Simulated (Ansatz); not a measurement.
Te: stiffness from a series of strains

```yaml
crystal:
  lattice:
    - [4.45800, 0.00000, 0.00000]
    - [-2.22900, 3.86074, 0.00000]
    - [0.00000, 0.00000, 5.92500]
  atoms:
    - { symbol: Te, position: [0.74500, 0.00000, 0.33333] }
    - { symbol: Te, position: [0.00000, 0.74500, 0.66667] }
    - { symbol: Te, position: [0.25500, 0.25500, 0.00000] }
```

Atoms are numbered in the order listed.

The cell is COD entry 1531230, as deposited and not checked against the literature; nothing was relaxed.

Spin–orbit coupling is left out, though it moves levels of the heavy atoms by tenths of an eV or more.

Method: DFT, LDA, all-electron LAPW, scalar-relativistic in Ansatz 0.2.0.

Numerical set-up: a Γ-centred 9×9×6 k mesh, Fermi–Dirac smearing of 0.08 eV, basis error target 0.5 meV/atom, no spin polarisation.

The strain is applied along the Cartesian axes of the cell as listed (the other components stay zero). Fractional coordinates are held (clamped ions).

σ is the change of stress from the unstrained cell, which is at -0.30 GPa; tension is positive, so slopes are stress–strain coefficients at that pressure.

Only quantities that a quadratic follows smoothly over the whole series are listed; rougher ones are left out.

```
    εzz  σzz (GPa)  σxx (GPa)
-0.0300      -3.41      -1.65
-0.0200      -2.23      -1.06
 0.0000       0.00       0.00
 0.0100       1.05       0.47
 0.0200       2.05       0.90
 0.0300       3.01       1.30
```

(1) Fit the series and read off the stiffness at zero strain.

(2) One run, at εzz = -0.0100, is withheld. Predict its row.

## Answers

(1) Least-squares fits y = p0 + p1 x + p2 x² to the rows give σzz (GPa): p1 = 107, p2 = -220; σxx (GPa): p1 = 49.1, p2 = -190. So C33 = 107 GPa and C13 = 49 GPa, for these axes.

(2) The fits give -1.09, -0.51; the run gave -1.09, -0.51.
